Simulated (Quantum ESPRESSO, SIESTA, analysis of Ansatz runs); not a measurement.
# Si_Ga in GaN (F-43m): levels and formation energies (SIESTA), part 2 of 3

Question: at which Fermi levels does Si_Ga in GaN (F-43m) change its charge? Model: a cell of 54 host atoms with 1 Ga taken out and 1 Si put in.

SIESTA 5.4.2; SIESTA numerical-orbital DFT, PBEsol, DZP basis, PseudoDojo 0.4.1 potentials converted to PSML; charged supercells in a uniform background, point-charge correction with alignment at far sites.

So far. Step 2 (Band edges): The gap at this level is 1.65 eV.

## (3) Relaxing each charge state

Level of this step: SIESTA numerical-orbital DFT, PBEsol, DZP basis, PseudoDojo 0.4.1 potentials converted to PSML; relaxation of all atoms of a defect supercell (SIESTA).

Each state starts from the atoms near the defect displaced at random, so that no symmetry of the ideal site is imposed. An odd electron count needs spin polarisation, and the total moment is held fixed to keep the state apart from its neighbours in spin. Charge 0 is shown in full.

The input, defect.fdf:

```
SystemName                      Ga26SiN27
SystemLabel                     defect
NumberOfSpecies                 3
NumberOfAtoms                   54
%block ChemicalSpeciesLabel
  1   31 Ga
  2    7 N
  3   14 Si
%endblock ChemicalSpeciesLabel
LatticeConstant                 1.0 Ang
%block LatticeVectors
     0.002625000     6.793473000     6.793473000
     6.793473000     0.002625000     6.793473000
     6.793473000     6.793473000     0.002625000
%endblock LatticeVectors
AtomicCoordinatesFormat         Fractional
%block AtomicCoordinatesAndAtomicSpecies
    -0.000014128    -0.000014128    -0.000014128  1
     0.083306456     0.083306456     0.083306456  2
    -0.000014128    -0.000014128     0.333319205  1
     0.084860121     0.087840718     0.411075279  2
     0.001758554    -0.006319981     0.669635666  1
     0.078597067     0.088872676     0.748960197  2
    -0.000014128     0.333319205    -0.000014128  1
     0.086685240     0.410528103     0.085597028  2
    -0.000014128     0.333319205     0.333319205  1
     0.083306456     0.416639789     0.416639789  2
    -0.000014128     0.333319205     0.666652538  1
     0.079446974     0.421495903     0.752233528  2
     0.000065878     0.672634876    -0.003162902  1
     0.082726231     0.749574413     0.088953592  2
    -0.000014128     0.666652538     0.333319205  1
     0.081898436     0.745423652     0.416997751  2
    -0.001286719     0.665700291     0.662807469  1
     0.087590414     0.748558237     0.752392049  2
     0.333319205    -0.000014128    -0.000014128  1
     0.416639789     0.083306456     0.083306456  2
     0.336587305    -0.003561699     0.329529488  1
     0.419025043     0.084399314     0.419440458  2
     0.335359827     0.000388404     0.660589441  1
     0.416639789     0.083306456     0.749973123  2
     0.335123843     0.329745124    -0.003405746  1
     0.418091633     0.420875663     0.083457035  2
     0.333319205     0.333319205     0.333319205  1
     0.412800231     0.422701639     0.415172855  2
     0.333498210     0.338080818     0.661075697  1
     0.416757287     0.421217629     0.750954733  2
     0.334646617     0.671095541    -0.005733099  1
     0.416639789     0.749973123     0.083306456  2
     0.339613824     0.664146686     0.330672941  1
     0.413672200     0.745965077     0.421709568  2
     0.337927654     0.660988942     0.667592883  3
     0.418972292     0.743905493     0.750265734  2
     0.666652538    -0.000014128    -0.000014128  1
     0.749973123     0.083306456     0.083306456  2
     0.666652538    -0.000014128     0.333319205  1
     0.749973123     0.083306456     0.416639789  2
     0.666652538    -0.000014128     0.666652538  1
     0.749973123     0.083306456     0.749973123  2
     0.666652538     0.333319205    -0.000014128  1
     0.749973123     0.416639789     0.083306456  2
     0.666652538     0.333319205     0.333319205  1
     0.744000097     0.418307040     0.420593340  2
     0.663173656     0.337156111     0.662778672  1
     0.748860252     0.420929208     0.744542916  2
     0.666652538     0.666652538    -0.000014128  1
     0.749973123     0.749973123     0.083306456  2
     0.671630039     0.663628970     0.329310849  1
     0.746081400     0.749670378     0.422621138  2
     0.663541719     0.671793884     0.668467165  1
     0.749973123     0.749973123     0.749973123  2
%endblock AtomicCoordinatesAndAtomicSpecies
%block kgrid.MonkhorstPack
    2   0   0  0.50
    0   2   0  0.50
    0   0   2  0.50
%endblock kgrid.MonkhorstPack
XC.Functional                   GGA
XC.Authors                      PBEsol
PAO.BasisSize                   DZP
PAO.EnergyShift                 0.005 Ry
Mesh.Cutoff                     300 Ry
Spin                            polarized
%block DM.InitSpin
    18   0.200
    30   0.200
    34   0.200
    35   0.200
    36   0.200
%endblock DM.InitSpin
Spin.Fix                        true
Spin.Total                      1.0
OccupationFunction              FD
ElectronicTemperature           0.01 eV
MaxSCFIterations                150
SCF.MustConverge                true
SCF.Mixer.Method                Pulay
SCF.Mixer.Weight                0.1
SCF.Mixer.History               10
SCF.DM.Tolerance                3.0e-4
SCF.H.Tolerance                 3.0e-3 eV
WriteForces                     true
Charge.Mulliken                 end
SaveRho                         true
SaveElectrostaticPotential      true
Charge.Hirshfeld                end
Charge.Voronoi                  end
MD.TypeOfRun                    Broyden
MD.Steps                        90
MD.MaxForceTol                  0.04 eV/Ang
MD.MaxDispl                     0.15 Ang
WriteCoorStep                   true
AtomCoorFormatOut               Fractional
```

The run is started by

```console
$ OMP_NUM_THREADS=1 siesta defect.fdf > defect.out
```

Output:

```text
Version         : 5.4.2

                           ***********************
                           *  WELCOME TO SIESTA  *
                           ***********************

[...]
reinit: Reading from file defect.fdf

reinit: -----------------------------------------------------------------------
reinit: System Name: Ga26SiN27
reinit: -----------------------------------------------------------------------
reinit: System Label: defect
reinit: -----------------------------------------------------------------------

[...]
initatom: Reading input for the pseudopotentials and atomic orbitals ----------
Species number:   1 Atomic number:   31 Label: Ga
Species number:   2 Atomic number:    7 Label: N
Species number:   3 Atomic number:   14 Label: Si

[... pseudopotential checks and orbital generation ...]

prinput: Basis input

PAO.BasisType split

%block ChemicalSpeciesLabel
    1   31 Ga                      # Species index, atomic number, species label
    2    7 N                       # Species index, atomic number, species label
    3   14 Si                      # Species index, atomic number, species label
%endblock ChemicalSpeciesLabel

%block PAO.Basis                 # Define Basis set
# WARNING: This information might be incomplete!
Ga                    4                    # Species label, number of l-shells
 n=4   0   2                         # n, l, Nzeta
   6.217      4.287
   1.000      1.000
 n=4   1   2                         # n, l, Nzeta
   8.738      6.186
   1.000      1.000
 n=3   2   1                         # n, l, Nzeta
   3.373
   1.000
 n=4   2   1                         # n, l, Nzeta
   8.738
   1.000
N                     2                    # Species label, number of l-shells
 n=2   0   2                         # n, l, Nzeta
   4.265      2.697
   1.000      1.000
 n=2   1   2 P   1                   # n, l, Nzeta, Polarization, NzetaPol
   5.254      3.313
   1.000      1.000
Si                    2                    # Species label, number of l-shells
 n=3   0   2                         # n, l, Nzeta
   5.819      3.988
   1.000      1.000
 n=3   1   2 P   1                   # n, l, Nzeta, Polarization, NzetaPol
[...]
%endblock PAO.Basis

prinput: ----------------------------------------------------------------------

coor:   Atomic-coordinates input format  =     Fractional

[...]
siesta: System type = bulk

initatomlists: Number of atoms, orbitals, and projectors:     54   832   702

[... echo of the settings ...]

siesta: k-grid: Number of k-points = 4
siesta: k-points from Monkhorst-Pack grid
siesta: k-cutoff (effective) =     9.604 Ang
siesta: k-point supercell and displacements
siesta: k-grid:     2     0     0      0.500
siesta: k-grid:     0     2     0      0.500
siesta: k-grid:     0     0     2      0.500

diag: Algorithm                                     = D&C
diag: Absolute tolerance                            =  0.100E-15
diag: Orthogonalization factor                      =  0.100E-05

superc: Internal auxiliary supercell:     5 x     5 x     5  =     125
superc: Number of atoms, orbitals, and projectors:   6750 104000  87750

                     ====================================
                        Begin Broyden opt. move =      0
                     ====================================

[...]
superc: Internal auxiliary supercell:     5 x     5 x     5  =     125
superc: Number of atoms, orbitals, and projectors:   6750 104000  87750

outcell: Unit cell vectors (Ang):
        0.002625    6.793473    6.793473
        6.793473    0.002625    6.793473
        6.793473    6.793473    0.002625

outcell: Cell vector modules (Ang)   :    9.607422    9.607422    9.607422
outcell: Cell angles (23,13,12) (deg):     59.9744     59.9744     59.9744
outcell: Cell volume (Ang**3)        :    626.6914
[...]
Initializing Density Matrix...

[...]
DM filled with atomic data (user-defined):

InitMesh: MESH = 90 x 90 x 90 = 729000
InitMesh: Mesh cutoff (required, used) =   300.000   363.661 Ry

[...]
iscf     Eharris(eV)        E_KS(eV)     FreeEng(eV)     dDmax     Ef_up Ef_dn(eV) dHmax(eV)
   scf:    1   -61401.182135   -61661.095424   -61661.095424  0.616203 -3.983124 -8.101153  9.617312
[...]
scf:    2   -61729.839550   -61697.480520   -61697.480520  0.047696 -3.720923 -7.474454  6.628794
[...]
scf:    3   -61748.870371   -61735.104961   -61735.104963  0.146847 -3.140519 -6.101257  1.559521
[...]
scf:    4   -61732.108971   -61734.411211   -61734.411212  0.135460 -3.127455 -6.329277  2.814862
[...]
scf:    5   -61736.005492   -61735.379012   -61735.379015  0.051647 -3.109606 -6.191871  1.342556
[...]
scf:    6   -61735.690416   -61735.603471   -61735.603475  0.041689 -3.151658 -6.157553  0.115888
[...]
scf:    7   -61735.607128   -61735.605526   -61735.605530  0.001624 -3.154362 -6.154140  0.061675
[...]
scf:    8   -61735.607644   -61735.606825   -61735.606829  0.001805 -3.157067 -6.153343  0.025433
[...]
scf:    9   -61735.607130   -61735.607023   -61735.607027  0.001011 -3.157650 -6.149226  0.034337
[...]
scf:   10   -61735.607102   -61735.607065   -61735.607069  0.000290 -3.157916 -6.150410  0.038392
[...]
DM extrapolation coefficients:
1   1.00000
New DM after history re-use:

[...]
iscf     Eharris(eV)        E_KS(eV)     FreeEng(eV)     dDmax     Ef_up Ef_dn(eV) dHmax(eV)
   scf:    1   -61737.059792   -61737.068907   -61737.068907  0.032960 -3.089485 -6.219251  0.031771
[...]
scf:    2   -61737.064895   -61737.067793   -61737.067794  0.003308 -3.089416 -6.220339  0.103066
[...]
scf:    3   -61737.069418   -61737.069097   -61737.069097  0.002455 -3.089459 -6.218956  0.003352
[...]
scf:    4   -61737.069108   -61737.069104   -61737.069105  0.000079 -3.089454 -6.218985  0.000476
     spin moment: {S} , |S| = {        0.0        0.0    1.00000 }     1.00000

SCF Convergence by DM+H criterion
[...]
SCF cycle converged after 4 iterations

[...]
siesta: E_KS(eV) =           -61737.0691

siesta: Atomic forces (eV/Ang):
     1   -0.006654    0.007235   -0.002495
     2   -0.005767    0.005537    0.005244
     3    0.003062   -0.007682   -0.000704
     4    0.013144   -0.011618   -0.003856
     5    0.022726   -0.005615   -0.001341
     6    0.001115    0.009442    0.002842
     7   -0.013531   -0.013052   -0.001701
     8   -0.011796   -0.015293   -0.002999
     9   -0.001786   -0.005062    0.014468
    10    0.000657   -0.000355    0.010512
[...]
50    0.005305   -0.015805   -0.011657
    51    0.000002    0.003362    0.003195
    52   -0.011129    0.001385    0.008223
    53   -0.028528    0.002982    0.000252
    54   -0.012363   -0.004135   -0.012585
   Tot    0.005638    0.022374   -0.025934
   Max    0.029528
   Res    0.010205    sqrt( Sum f_i^2 / 3N )
   Max    0.029528    constrained

Stress tensor Voigt[x,y,z,yz,xz,xy] (kbar):        1.40        1.34        1.37       -1.08       -0.93       -1.05
[...]
outcoor: Relaxed atomic coordinates (fractional):
   -0.00050811    0.00096691    0.00012861   1       1  Ga
    0.08314579    0.08373190    0.08310976   2       2  N
   -0.00010805    0.00030308    0.33261033   1       3  Ga
    0.08399396    0.08252961    0.41620472   2       4  N
    0.00222682    0.00020312    0.66512698   1       5  Ga
    0.08287400    0.08349065    0.75007261   2       6  N
   -0.00033087    0.33319699    0.00046734   1       7  Ga
    0.08365583    0.41638694    0.08324825   2       8  N
    0.00011569    0.33287117    0.33357408   1       9  Ga
    0.08304668    0.41664969    0.41657819   2      10  N
   -0.00041936    0.33389336    0.66641172   1      11  Ga
    0.08268160    0.41706852    0.75043179   2      12  N
    0.00256679    0.66538015    0.00040651   1      13  Ga
    0.08313632    0.75087815    0.08317122   2      14  N
   -0.00029222    0.66652694    0.33358252   1      15  Ga
    0.08344485    0.75037544    0.41627909   2      16  N
    0.00172440    0.66604244    0.66531476   1      17  Ga
    0.10455661    0.74279431    0.74293666   2      18  N
    0.33266671    0.00093285   -0.00062963   1      19  Ga
    0.41714780    0.08316330    0.08302547   2      20  N
[...]
0.33366652    0.66632994    0.66642494   3      35  Si
[...]
0.66688933    0.33289453    0.33253740   1      45  Ga
    0.74979976    0.41640310    0.41612621   2      46  N
    0.66721328    0.33528361    0.66510241   1      47  Ga
    0.74928236    0.41738799    0.74991090   2      48  N
    0.66745856    0.66608806    0.00002478   1      49  Ga
    0.75096278    0.74976411    0.08318361   2      50  N
    0.66758767    0.66540938    0.33482537   1      51  Ga
    0.74940754    0.75073582    0.41661582   2      52  N
    0.66659352    0.66648026    0.66565129   1      53  Ga
    0.75007851    0.75061925    0.74965763   2      54  N

[...]
siesta: Final energy (eV):
siesta:  Band Struct. =   -7937.464526
siesta:       Kinetic =   49564.732977
siesta:       Hartree =   15742.013988
[...]
siesta:         Exch. =  -15898.509228
siesta:         Corr. =   -1033.567628
[...]
siesta:   Exch.-corr. =  -16932.076856
siesta:  Ion-electron =  -76939.323937
siesta:       Ion-ion =  -33172.415276
[...]
siesta:         Total =  -61737.069104
siesta:      Fermi_up =      -3.089454
siesta:      Fermi_dn =      -6.218985

siesta: Stress tensor (static) (eV/Ang**3):
siesta:     0.000871   -0.000653   -0.000582
siesta:    -0.000653    0.000836   -0.000672
siesta:    -0.000582   -0.000672    0.000853

siesta: Cell volume =        626.691445 Ang**3

siesta: Pressure (static):
siesta:                Solid            Molecule  Units
siesta:          -0.00000930         -0.00001034  Ry/Bohr**3
siesta:          -0.00085355         -0.00094947  eV/Ang**3
siesta:          -1.36753296         -1.52121650  kBar

[...]
mulliken: Qtot =      239.000

[...]
mulliken: Qtot =      238.000

Mulliken Atomic Populations:
Atom #   charge [q] valence [e]      Sz [e]  Species
     1     0.892156   12.107844    0.017379  Ga
     2    -0.850772    5.850772    0.012858  N
     3     0.889666   12.110334    0.016855  Ga
     4    -0.854943    5.854943    0.014069  N
     5     0.887089   12.112911    0.026072  Ga
     6    -0.854900    5.854900    0.013925  N
     7     0.890398   12.109602    0.016853  Ga
     8    -0.855047    5.855047    0.014065  N
     9     0.808684   12.191316    0.017411  Ga
    10    -0.860546    5.860546    0.014183  N
    11     0.807950   12.192050    0.019422  Ga
    12    -0.855065    5.855065    0.013826  N
    13     0.887220   12.112780    0.025902  Ga
    14    -0.854867    5.854867    0.013924  N
    15     0.807646   12.192354    0.019465  Ga
    16    -0.855045    5.855045    0.013822  N
    17     0.886394   12.113606    0.026669  Ga
    18    -0.636444    5.636444    0.016353  N
    19     0.825240   12.174760    0.023170  Ga
    20    -0.855454    5.855454    0.016505  N
[...]
35    -0.317078    4.317078    0.015485  Si
[...]
45     0.890596   12.109404    0.016834  Ga
    46    -0.855110    5.855110    0.014066  N
    47     0.887118   12.112882    0.025948  Ga
    48    -0.855146    5.855146    0.013911  N
    49     0.825202   12.174798    0.023144  Ga
    50    -0.855356    5.855356    0.016492  N
    51     0.887182   12.112818    0.026011  Ga
    52    -0.855060    5.855060    0.013927  N
    53     0.886435   12.113565    0.026776  Ga
    54    -0.855891    5.855891    0.016154  N
 Total    -0.000000                1.000000

[...]
Job completed
```

It took 75 min on 1 MPI rank of Arm Neoverse V2, shared host; peak memory 1.9 GiB.

The steps and moves of this run count from the displaced start.

Relaxation path:

```
step  energy less that of the first step (eV)  largest force (eV/Å)
   0                                   0.0000                2.7634
   1                                  -0.9912                1.7176
   2                                  -1.4001                0.4066
   3                                  -1.4438                0.1918
   4                                  -1.4568                0.0726
   5                                  -1.4602                0.0524
   6                                  -1.4618                0.0397
```

The atoms that moved most (Å):

```
atom      dx      dy      dz  length
 N36  -0.053  -0.117  -0.067   0.145
 N18  -0.103   0.051   0.076   0.138
 N30   0.054  -0.101   0.061   0.129
 N34   0.082   0.082  -0.046   0.125
Ga25   0.061   0.010   0.017   0.064
Ga21   0.059   0.011   0.000   0.060
Ga13  -0.025   0.041  -0.032   0.058
Ga53  -0.055   0.002  -0.015   0.057
```

Neighbours of Si35 at the end:

```
atom  distance (Å)
 N18         1.797
 N34         1.798
 N30         1.798
 N36         1.799
Ga47         3.191
Ga29         3.191
Ga13         3.194
 Ga5         3.195
Ga21         3.195
Ga53         3.196
Ga51         3.196
Ga17         3.196
Ga25         3.197
Ga31         3.198
Ga33         3.200
Ga23         3.200
```

Energies on the run's own zero. States near gap, by row:

```
spin  k  band  energy (eV)  filled by count
  up  0   235           -7                1
  up  0   236           -7                1
  up  0   237        -6.54                1
  up  0   238        -6.54                1
  up  0   239       -4.183                1
  up  0   240       -2.662                0
  up  0   241       -2.531                0
  up  0   242       -2.529                0
  up  0   243       -2.397                0
  up  1   235        -7.13                1
  up  1   236       -6.955                1
  up  1   237        -6.84                1
  up  1   238       -6.703                1
  up  1   239       -3.217                1
  up  1   240       -2.962                0
  up  1   241       -2.677                0
  up  1   242       -2.196                0
  up  1   243       -2.022                0
down  0   234       -7.168                1
down  0   235       -6.968                1
down  0   236       -6.968                1
down  0   237       -6.507                1
down  0   238       -6.507                1
down  0   239       -4.134                0
down  0   240       -2.613                0
down  0   241       -2.476                0
down  0   242       -2.474                0
down  1   234        -7.17                1
down  1   235       -7.099                1
down  1   236       -6.923                1
down  1   237       -6.811                1
down  1   238       -6.671                1
down  1   239       -3.166                0
down  1   240       -2.907                0
down  1   241        -2.63                0
down  1   242       -2.142                0
```

Spin density in the ac plane at fractional y = 0.667, through the centre, with atoms of Ga and Si within 0.45 Å of it.

Values in units of 1e-3 e/Å³, 13 rows by 16 columns, each cell a mean:
```
0.7 1.5 0.9 0.7 1.2 0.7 1.9 2.9 1.7 1.5 0.8 0.5 1.6 1.6 2.1 2.2
0.5 0.4 0.6 1.1 1.0 0.4 0.6 1.3 2.4 2.4 0.9 0.4 0.6 1.4 2.6 2.0
0.6 3.6 3.6 1.1 1.8 1.0 3.4 3.5 0.8 2.8 1.9 1.4 4.9 1.3 2.0 2.7
1.1 1.1 3.0 1.3 1.6 1.5 1.6 3.1 0.7 1.3 1.6 1.2 2.1 1.6 1.0 1.7
0.1 1.5 0.8 0.7 1.3 0.7 1.8 1.4 0.6 1.0 0.6 0.6 1.5 0.7 1.0 1.2
0.4 0.6 0.9 1.1 1.1 1.0 1.4 1.5 1.2 1.0 0.6 0.3 0.9 1.4 1.5 1.2
0.5 2.4 1.2 0.6 1.1 0.6 3.2 3.3 0.6 1.0 0.4 1.1 2.4 0.6 1.3 1.2
0.7 1.9 2.8 0.4 1.2 1.2 1.3 3.6 0.7 1.0 1.2 0.6 2.7 1.4 0.7 1.4
0.2 1.1 0.6 0.5 0.6 0.2 1.5 1.2 0.6 1.4 0.3 0.4 0.9 0.5 0.7 0.4
0.5 1.2 1.5 1.4 1.5 1.2 1.8 2.8 2.5 2.6 2.0 1.3 1.6 1.4 1.3 1.2
0.4 1.0 0.7 1.2 1.3 0.4 1.3 1.1 1.4 2.1 1.0 0.8 1.5 0.7 1.3 1.0
0.6 2.8 2.9 0.5 1.6 1.1 2.5 5.1 0.9 1.3 1.3 1.0 5.4 2.3 0.9 1.7
0.2 0.6 0.8 0.2 0.3 0.7 1.4 1.2 0.5 0.5 0.3 0.5 0.8 0.8 1.0 1.1
```
Columns run along a (9.6 Å), rows up along c (9.6 Å). Atoms in or near the plane, at fractional coordinates: Ga at (0.00, 0.00), Ga at (0.00, 0.33), Ga at (0.00, 0.67), Ga at (0.33, 0.00), Ga at (0.33, 0.33), Si at (0.33, 0.67), Ga at (0.67, 0.00), Ga at (0.67, 0.33), Ga at (0.67, 0.67).

(Part 2 of 3 ends here.)

[Logs are printed without paths, hosts, clocks, repeated set-up lines and the standing remarks that a program may print on its own settings, such as how far it seeks lower states.]

[Hosts, paths, dates, database ids (printed as entryN), source tags and the programs' standing remarks are cut or masked in the printed files.]

[For some hosts the program warned that the k-mesh of the response run may be too coarse for force constants and the static dielectric constant; such warnings are not shown here.]

[Charge tables in the logs are Mulliken or Hirshfeld populations, whose sizes and signs can differ; where basis functions stand at a vacancy, SIESTA counts their charge against the missing atom's valence.]

[In relaxation paths of CP2K, step 0 can be the structure after the first move, since the trajectory file begins there, and the last row can be the final structure solved once more.]
